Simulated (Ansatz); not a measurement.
Slab: Te2Mo, a slab with vacuum.

```
Te Mo
1.0
     6.36161    0.00000    0.00000
     0.00000    3.48040    0.00000
    -0.08574    0.00000   36.17589
Te Mo
4 2
Direct
  0.42925 0.75000 0.54070
  0.57075 0.25000 0.45930
  0.92085 0.25000 0.55653
  0.07915 0.75000 0.44347
  0.18135 0.25000 0.49747
  0.81865 0.75000 0.50253
```

```yaml
Program: Ansatz 0.2.0
Task: single point
Functional: PBE
Potentials_or_basis: all-electron LAPW, scalar-relativistic
Cutoff: 266 eV (chosen from the basis error)
Basis_error_allowed: 0.001 eV/atom
k_mesh: 4 × 8 × 1
Occupations: fermi-dirac, width 0.05 eV
Spin: no spin polarisation
```

On this cell: largest force 0.251 eV/Å; band gap on the k mesh none (metal or under the smearing width).

The same run follows on a disturbed copy (atoms moved at random, drawn with an rms of 0.05 Å):

```
Te Mo
1.0
     6.36161    0.00000    0.00000
     0.00000    3.48040    0.00000
    -0.08574    0.00000   36.17589
Te Mo
4 2
Direct
  0.43292 0.75103 0.54077
  0.57498 0.25758 0.45904
  0.91713 0.25191 0.55678
  0.07944 0.73734 0.44383
  0.18413 0.25975 0.49747
  0.81776 0.75067 0.50179
```

Q: What does the disturbed cell give?

A: The energy (extrapolated to zero smearing) moves by +6.1 meV/atom; largest force 0.720 eV/Å; band gap on the k mesh none (metal or under the smearing width).

Forces on the atoms (eV/Å):
```
Te  -0.097  0.035  0.013
Te  -0.277 -0.090 -0.180
Te   0.122  0.002 -0.139
Te   0.132  0.461 -0.538
Mo  -0.055 -0.478  0.256
Mo   0.175  0.070  0.588
```

Stress tensor (GPa, compression positive):
```
 0.14 -0.05  0.05
-0.05 -0.02 -0.14
 0.05 -0.14  0.22
```
